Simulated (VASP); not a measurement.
# Cu (Fm-3m) in VASP: notebook

One crystal, Cu, is run at these levels: PBE+D4; tasks: relaxation of cell and atoms, electrostatic potential.

Everything below comes from runs of VASP 6.6.1. Logs are shortened: lines on timing, memory, paths and dates and some standing lists are left out, and cuts for length are marked.

## (1) The structure

Symmetry: Fm-3m, No. 225, cubic system. Conventional cell: a = 3.570 Å, b = 3.570 Å, c = 3.570 Å, α = 90.00°, β = 90.00°, γ = 90.00°. Cu (site symmetry m-3m) is surrounded by 12 Cu at 2.52 Å.

The cell was built by a generator and needn't be a form met in nature.

## (2) Relaxation of cell and atoms, PBE+D4

Contents of INCAR:

```
SYSTEM = Cu
PREC = Accurate
ENCUT = 600
EDIFF = 1E-6
ISMEAR = 1
SIGMA = 0.1
LREAL = .FALSE.
LASPH = .TRUE.
NELM = 120
ALGO = Normal
ISIF = 3
LWAVE = .FALSE.
LCHARG = .FALSE.
GGA = PE
IVDW = 13
IBRION = 2
NSW = 40
EDIFFG = -0.005
```

Contents of KPOINTS:

```
Automatic mesh
0
G
  20 20 20
  0 0 0
```

Contents of POSCAR:

```
Cu
1.0
    0.0000000000      1.7850000000      1.7850000000
    1.7850000000      0.0000000000      1.7850000000
    1.7850000000      1.7850000000      0.0000000000
Cu
1
Direct
    0.0000000000      0.0000000000      0.0000000000
```

Potentials or basis: VASP PAW PBE potentials, release 64 (Cu).

Started as:

```sh
cat potpaw_PBE.64/Cu/POTCAR > POTCAR
mpirun -np 1 vasp_std > vasp.out
```

OUTCAR:

```text
SYSTEM = Cu
   PREC = Accurate
   ENCUT = 600
   EDIFF = 1E-6
   ISMEAR = 1
   LREAL = .FALSE.
   LASPH = .TRUE.
   NELM = 120
   ISIF = 3
   GGA = PE
   IVDW = 13
   IBRION = 2
   NSW = 40
   EDIFFG = -0.005

 ion  position               nearest neighbor table
   1  0.000  0.000  0.000-

  LATTYP: Found a face centered cubic cell.
 ALAT       =     3.5700000000

  Lattice vectors:

 A1 = (   0.0000000000,   1.7850000000,   1.7850000000)
 A2 = (   1.7850000000,   0.0000000000,   1.7850000000)
 A3 = (   1.7850000000,   1.7850000000,   0.0000000000)

Analysis of symmetry for initial positions (statically):
=====================================================================
 Subroutine PRICEL returns:
 Original cell was already a primitive cell.

 Routine SETGRP: Setting up the symmetry group for a
 face centered cubic supercell.

 Subroutine GETGRP returns: Found 48 space group operations
 (whereof 48 operations were pure point group operations)
 out of a pool of 48 trial point group operations.

The static configuration has the point symmetry O_h .

Analysis of symmetry for dynamics (positions and initial velocities):
=====================================================================
 Subroutine PRICEL returns:
 Original cell was already a primitive cell.

 Routine SETGRP: Setting up the symmetry group for a
 face centered cubic supercell.

 Subroutine GETGRP returns: Found 48 space group operations
 (whereof 48 operations were pure point group operations)
 out of a pool of 48 trial point group operations.

The dynamic configuration has the point symmetry O_h .

 Subroutine INISYM returns: Found 48 space group operations
 (whereof 48 operations are pure point group operations),
 and found     1 'primitive' translations

----------------------------------------------------------------------------------------

                                     Primitive cell

  volume of cell :      11.3748

  direct lattice vectors                    reciprocal lattice vectors
     0.000000000  1.785000000  1.785000000    -0.280112045  0.280112045  0.280112045
     1.785000000  0.000000000  1.785000000     0.280112045 -0.280112045  0.280112045
     1.785000000  1.785000000  0.000000000     0.280112045  0.280112045 -0.280112045

  length of vectors
     2.524371209  2.524371209  2.524371209     0.485168293  0.485168293  0.485168293

  position of ions in fractional coordinates (direct lattice)
     0.000000000  0.000000000  0.000000000

  ion indices of the primitive-cell ions
   primitive index   ion index
                 1           1

----------------------------------------------------------------------------------------

 KPOINTS: Automatic mesh

Automatic generation of k-mesh.
 Grid dimensions read from file:
 generate k-points for:   20   20   20

 Generating k-lattice:

  Cartesian coordinates                     Fractional coordinates (reciprocal lattice)
    -0.014005602  0.014005602  0.014005602     0.050000000  0.000000000  0.000000000
     0.014005602 -0.014005602  0.014005602     0.000000000  0.050000000  0.000000000
     0.014005602  0.014005602 -0.014005602     0.000000000  0.000000000  0.050000000

  Length of vectors
     0.024258415  0.024258415  0.024258415

  Shift w.r.t. Gamma in fractional coordinates (k-lattice)
     0.000000000  0.000000000  0.000000000

 Subroutine IBZKPT returns following result:
 ===========================================

 Found    256 irreducible k-points:

 Following reciprocal coordinates:
            Coordinates               Weight
  0.000000  0.000000  0.000000      1.000000
  0.050000  0.000000  0.000000      8.000000
  0.100000  0.000000  0.000000      8.000000
  0.150000  0.000000  0.000000      8.000000
  0.200000  0.000000  0.000000      8.000000
  0.250000  0.000000  0.000000      8.000000
[... 16 lines left out ...]
 -0.400000  0.050000  0.000000     24.000000
 -0.350000  0.050000  0.000000     24.000000
 [... further k-points ...]
   k-points           NKPTS =    256   k-points in BZ     NKDIM =    256   number of bands    NBANDS=      9
   number of dos      NEDOS =    301   number of ions     NIONS =      1
   total plane-waves  NPLWV =   8000
   dimension x,y,z NGX =    20 NGY =   20 NGZ =   20
   dimension x,y,z NGXF=    40 NGYF=   40 NGZF=   40
   ions per type =               1
   NGX,Y,Z   is equivalent  to a cutoff of  13.17, 13.17, 13.17 a.u.
   NGXF,Y,Z  is equivalent  to a cutoff of  26.34, 26.34, 26.34 a.u.
 SYSTEM =  Cu
   PREC   = accura    normal or accurate (medium, high low for compatibility)
   ISTART =      0    job   : 0-new  1-cont  2-samecut
   ICHARG =      2    charge: 1-file 2-atom 10-const
   ISPIN  =      1    spin polarized calculation?
   LNONCOLLINEAR =      F non collinear calculations
   LSORBIT =      F    spin-orbit coupling
   LASPH  =      T    aspherical Exc in radial PAW
   ENCUT  =  600.0 eV  44.10 Ry    6.64 a.u.   5.04  5.04  5.04*2*pi/ulx,y,z
   NELM   =    120;   NELMIN=  2; NELMDL= -5     # of ELM steps
   EDIFF  = 0.1E-05   stopping-criterion for ELM
   LREAL  =      F    real-space projection
   EDIFFG = -.5E-02   stopping-criterion for IOM
   NSW    =     40    number of steps for IOM
   IBRION =      2    ionic relax: 0-MD 1-quasi-New 2-CG
   NFREE  =      1    steps in history (QN), initial steepest desc. (CG)
   ISIF   =      3    stress and relaxation
   ISYM   =      2    0-nonsym 1-usesym 2-fastsym
   POTIM  = 0.5000    time-step for ionic-motion
   TEBEG  =    0.0;   TEEND  =   0.0 temperature during run
   PSTRESS=    0.0 pullay stress
   NELECT =      11.0000    total number of electrons
   NUPDOWN=      -1.0000    fix difference up-down
   EMIN   =  10.00;   EMAX   =-10.00  energy-range for DOS
   EFERMI =   0.00;   METHOD = LEGACY
   ISMEAR =     1;   SIGMA  =   0.10  broadening in eV -4-tet -1-fermi 0-gaus
   EFERMI_NEDOS =   21; number of points for ismear=-14 and -15
   IALGO  =     38    algorithm
   IMIX   =      4    mixing-type and parameters
     AMIX     =   0.40;   BMIX     =  1.00
     AMIX_MAG =   1.60;   BMIX_MAG =  1.00
  volume/ion in A,a.u.               =      11.37        76.76
  Fermi-wavevector in a.u.,A,eV,Ry     =   1.618915  3.059307 35.659337  2.620887
  Thomas-Fermi vector in A             =   2.713101
   LORBIT       =      0    0 simple, 1 ext, 2 COOP (PROOUT), +10 PAW based schemes
   GGA     = PE    functional components
   LHFCALC =     F    Hartree Fock is set to
   AEXX    =    0.0000 exact exchange contribution
   IVDW    =    13    specifies the selected vdW correction
   LEPSILON=     F    determine dielectric tensor
   LRPA    =     F    only Hartree local field effects (RPA)
 conjugate gradient relaxation of ions
 non-spin polarized calculation
 Methfessel and Paxton  Order N= 1 SIGMA  =   0.10
  energy-cutoff  :      600.00
  volume of cell :       11.37
 maximum number of plane-waves:       392
   NGX =  9   NGY =  9   NGZ =  9

--------------------------------------- Ionic step        1  -------------------------------------------

 number of electron      11.0000013 magnetization

 Free energy of the ion-electron system (eV)
  ---------------------------------------------------
  ext. energy  EPLUGINS =         0.00000000
  ---------------------------------------------------
  free energy    TOTEN  =        -3.71286093 eV

  energy without entropy =       -3.71302923  energy(sigma->0) =       -3.71291703

------------------------ aborting loop because EDIFF is reached ----------------------------------------

  DFT-D4 for vdW energy calculation

  Edisp (eV):   -0.58039

  FORCE on cell =-STRESS in cart. coord.  units (eV):
  Direction    XX          YY          ZZ          XY          YZ          ZX
  --------------------------------------------------------------------------------------
  -------------------------------------------------------------------------------------
  Total       0.07308     0.07308     0.07308    -0.00000     0.00000     0.00000
  in kB      10.29350    10.29350    10.29350    -0.00000     0.00000     0.00000
  external pressure =       10.29 kB  Pullay stress =        0.00 kB
[... 59 lines left out ...]
  energy  without entropy=       -4.2935469863  energy(sigma->0) =       -4.29342230

--------------------------------------- Ionic step        3  -------------------------------------------

 number of electron      11.0000012 magnetization

 Free energy of the ion-electron system (eV)
  ---------------------------------------------------
  ext. energy  EPLUGINS =         0.00000000
  ---------------------------------------------------
  free energy    TOTEN  =        -3.71636821 eV

  energy without entropy =       -3.71654894  energy(sigma->0) =       -3.71642846

 E-fermi :   7.9506     XC(G=0): -12.9092

 val. band max:        7.9056811680   @ k =   0.4500   0.3000   0.0000
 cond. band min:       7.9545628774   @ k =   0.5000   0.2500   0.1000
 fundamental gap:      0.0488817094
 Fermi energy:         7.9506001879

 k-point     1 :       0.0000    0.0000    0.0000
  band No.  band energies     occupation
      1      -1.6117      2.00000
      2       4.8574      2.00000
      3       4.8574      2.00000
      4       4.8574      2.00000
      5       5.7207      2.00000
      6       5.7207      2.00000
      7      30.8261      0.00000
      8      33.7169      0.00000
      9      33.7169      0.00000
[... 265 lines left out ...]
 k-point    24 :      -0.3500    0.0500    0.0000
  band No.  band energies     occupation
      1       2.2652      2.00000
      2       4.8837      2.00000
      3       4.9257      2.00000
      4       5.0520      2.00000
      5       6.0510      2.00000
      6       6.3442      2.00000
      7      15.4515      0.00000
      8      28.1353      0.00000
      9      30.5140      0.00000

 [... further k-points ...]

------------------------ aborting loop because EDIFF is reached ----------------------------------------

  DFT-D4 for vdW energy calculation

  Edisp (eV):   -0.57709

  FORCE on cell =-STRESS in cart. coord.  units (eV):
  Direction    XX          YY          ZZ          XY          YZ          ZX
  --------------------------------------------------------------------------------------
  -------------------------------------------------------------------------------------
  Total      -0.00210    -0.00210    -0.00210     0.00000    -0.00000     0.00000
  in kB      -0.29415    -0.29415    -0.29415     0.00000    -0.00000     0.00000
  external pressure =       -0.29 kB  Pullay stress =        0.00 kB
[... 16 lines left out ...]
  FREE ENERGIE OF THE ION-ELECTRON SYSTEM (eV)
  ---------------------------------------------------
  free  energy   TOTEN  =        -4.2934627314 eV

  energy  without entropy=       -4.2936434607  energy(sigma->0) =       -4.29352297

 reached required accuracy - stopping structural energy minimisation
```

Run time: 33 s. Hardware: 1 thread of AMD EPYC 9R14 (Zen 4), shared host; peak memory 0.13 GiB.

Results:

| Item | Value |
| --- | --- |
| Free energy | -4.2935 eV |
| Relaxed volume | 11.45 Å³/atom |
| Relaxed cell | a = 2.530 Å, b = 2.530 Å, c = 2.530 Å, α = 60.00°, β = 60.00°, γ = 60.00° |
| Space group after relaxing (to 0.05 Å) | Fm-3m (No. 225) |
| Energy gained by relaxing | 0.2 meV/atom |
| Ionic steps | 3 |
| Pressure after relaxing | 0.0 GPa |
| Band gap on the k mesh | none (metal or under the smearing width) |
| Dispersion energy per atom | -0.577 eV |

The path:
```csv
step,energy change (eV),largest force (eV/Å),pressure (GPa),volume (Å³)
1,0.0000,0.0000,1.03,11.37
2,-0.0001,0.0000,-0.72,11.50
3,-0.0002,0.0000,-0.03,11.45
```

Final structure:
```
Cu
1.0
     0.00000    1.78868    1.78868
     1.78868    0.00000    1.78868
     1.78868    1.78868    0.00000
Cu
1
Direct
  0.00000 0.00000 0.00000
```

Caveat: pairwise dispersion overbinds metals, which lowers pressure and volume.

## (3) Electrostatic potential, PBE+D4

This run uses another cell than the first one, of 11.45 Å³/atom, 1.006 times its volume.

Contents of INCAR:

```
SYSTEM = Cu
PREC = Accurate
ENCUT = 520
EDIFF = 1E-6
ISMEAR = 1
SIGMA = 0.1
LREAL = .FALSE.
LASPH = .TRUE.
NELM = 60
ALGO = Normal
ISIF = 2
LWAVE = .FALSE.
LCHARG = .TRUE.
GGA = PE
IVDW = 13
LVHAR = .TRUE.
```

Contents of KPOINTS:

```
regular mesh
0
G
  20 20 20
  0 0 0
```

Contents of POSCAR:

```
Cu                                      
1.0
   -0.0000000000      1.7886784342      1.7886784342
    1.7886784342      0.0000000000      1.7886784342
    1.7886784342      1.7886784342      0.0000000000
  Cu            
     1
Direct
     0.0000000000000000    0.0000000000000000    0.0000000000000000
```

Potentials or basis: VASP PAW PBE potentials, release 64 (Cu).

Started as:

```sh
cat potpaw_PBE.64/Cu/POTCAR > POTCAR
mpirun -np 1 vasp_std > vasp.out
```

Run time: 17 s. Hardware: 1 thread of AMD EPYC 9R14 (Zen 4), shared host; peak memory 0.12 GiB.

It converged, with:

| Quantity | Value |
| --- | --- |
| Free energy | -4.2934 eV |
| Pressure | -0.1 GPa |
| Band gap on the k mesh | none (metal or under the smearing width) |
| Dispersion energy per atom | -0.577 eV |

Levels at points of the mesh, in eV from the Fermi level:
| k point | band 4 | band 5 | band 6 | band 7 | band 8 | band 9 |
| --- | --- | --- | --- | --- | --- | --- |
| (0.00, 0.00, 0.00) | -3.09 | -2.23 | -2.23 | 22.88 | 25.77 | 25.77 |
| (0.50, 0.00, 0.00) | -1.63 | -1.63 | -1.06 | 3.95 | 21.35 | 22.60 |
| (0.50, 0.50, 0.00) | -1.48 | -1.48 | 1.51 | 7.37 | 13.36 | 13.36 |

Caveat: pairwise dispersion overbinds metals, which lowers pressure and volume.
